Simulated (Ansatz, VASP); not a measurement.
## Two plane-wave programs on In

```xyz
1
Lattice="-1.9018 1.9018 1.9018 1.9018 -1.9018 1.9018 1.9018 1.9018 -1.9018" Properties=species:S:1:pos:R:3 pbc="T T T"
In    0.0000    0.0000    0.0000
```

Alike in both runs: task relaxation of cell and atoms; functional PBE; k mesh 15 × 15 × 15; occupations fermi-dirac, width 0.05 eV; no spin polarisation.

|  | VASP | Ansatz |
| --- | --- | --- |
| version | VASP 6.6.1 | Ansatz 0.2.0 |
| potentials or method | VASP PAW PBE potentials, release 64 (In_d) | PAW with Ansatz's default frozen-core files, scalar-relativistic |
| plane-wave cutoff (eV) | 600 | 420 |
| valence electrons in the cell | 13 | 13 |

Ansatz gave:

- relaxed volume (Å³/atom): 27.75
- relaxed cell length with the largest relative difference (Å): 3.304

Question: Which values does VASP return?

Answer: Relaxed volume (Å³/atom): 27.77; relaxed cell length with the largest relative difference (Å): 3.304.
